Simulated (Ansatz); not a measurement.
A run of Ansatz 0.2.0 is set up as follows.

input.yaml

```yaml
crystal:
  lattice:
    - [0.0, 2.82891, 2.82891]
    - [2.82891, 0.0, 2.82891]
    - [2.82891, 2.82891, 0.0]
  atoms:
    - { symbol: Ge, position: [0.75, 0.75, 0.75] }
    - { symbol: Ge, position: [0.5, 0.5, 0.5] }
kpoints:
  mp_grid: { grid: [4, 4, 4] }
scf:
  occupations: { method: fermi_dirac, width: 0.02 }
hamiltonian:
  xc: pbe
  pseudopotentials: { kind: all_electron, lapw: { basis_error: 0.003 } }
output:
  forces: true
  stress: true
  eigenvalues: true
```

Potentials or basis: all-electron LAPW, scalar-relativistic.

Command:

```console
$ ansatz run input.yaml --threads 1 --pin off --max-ram 2560MiB --backend cpu --events-out ev --progress --plain --runs-dir out
```

(1) What does it give for the band gap on the k mesh?

(2) Predict the pressure.

Answers

(1) 0.04 eV, direct.

(2) 4.1 GPa.

Caveat: the k mesh is coarse (spacing up to 0.48 Å⁻¹), so the values aren't converged.
